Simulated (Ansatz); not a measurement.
# Ge: the cost of one run

Computed with Ansatz 0.2.0 (DFT PBE, scalar-relativistic, plane waves, PAW, unless a step's input says otherwise).

## Step 1: The starting structure

It takes space group P3_212 (No. 153, trigonal). The conventional cell has a = 7.273 Å, b = 7.273 Å, c = 4.408 Å, α = 90.00°, β = 90.00°, γ = 120.00°. Ge (site symmetry 1) has 3 Ge at 2.25 to 2.37 Å as nearest neighbours. Around Ge (site symmetry 2) lie 4 Ge at 2.25 to 2.30 Å.

Coordinates:

```
Ge
1.0
     7.27261    0.00000    0.00000
    -3.63630    6.29826    0.00000
     0.00000    0.00000    4.40824
Ge
9
Direct
  0.24613 0.98970 0.85276
  0.01030 0.25643 0.51942
  0.74357 0.75387 0.18609
  0.01030 0.75387 0.48058
  0.74357 0.98970 0.81391
  0.24613 0.25643 0.14724
  0.25207 0.74793 0.16667
  0.25207 0.50415 0.83333
  0.49585 0.74793 0.50000
```

A structure generator made this guess: 3-, 4-connected net of one element (P3_212, No. 153). Its size is a rough estimate.

## Step 2: The guess as it stands, on a coarse mesh

input.yaml reads:

```yaml
crystal:
  lattice:
    - [7.27260876, 0.0, 0.0]
    - [-3.63630438, 6.29826394, 0.0]
    - [0.0, 0.0, 4.40823815]
  atoms:
    - { symbol: Ge, position: [0.24612558, 0.98969764, 0.85275529] }
    - { symbol: Ge, position: [0.01030236, 0.25642794, 0.51942196] }
    - { symbol: Ge, position: [0.74357206, 0.75387442, 0.18608862] }
    - { symbol: Ge, position: [0.01030236, 0.75387442, 0.48057804] }
    - { symbol: Ge, position: [0.74357206, 0.98969764, 0.81391138] }
    - { symbol: Ge, position: [0.24612558, 0.25642794, 0.14724471] }
    - { symbol: Ge, position: [0.25207499, 0.74792501, 0.16666667] }
    - { symbol: Ge, position: [0.25207499, 0.50414997, 0.83333333] }
    - { symbol: Ge, position: [0.49585003, 0.74792501, 0.5] }
basis:
  ecutwfc: 420
kpoints:
  mp_grid: { grid: [3, 3, 4] }
hamiltonian:
  xc: pbe
scf:
  occupations: { method: gaussian, width: 0.1 }
  lower_state_search: "off"
output:
  forces: true
  stress: true
  eigenvalues: true
```

Started as:

```bash
$ ansatz run input.yaml --threads 1 --pin off --max-ram 2560MiB --backend cpu --events-out ev --progress --plain --runs-dir out
```

What time and memory should one allow on 1 thread of AMD EPYC 9R45 (Zen 5), shared host?

About 4.4 s, with a peak of 0.51 GiB.
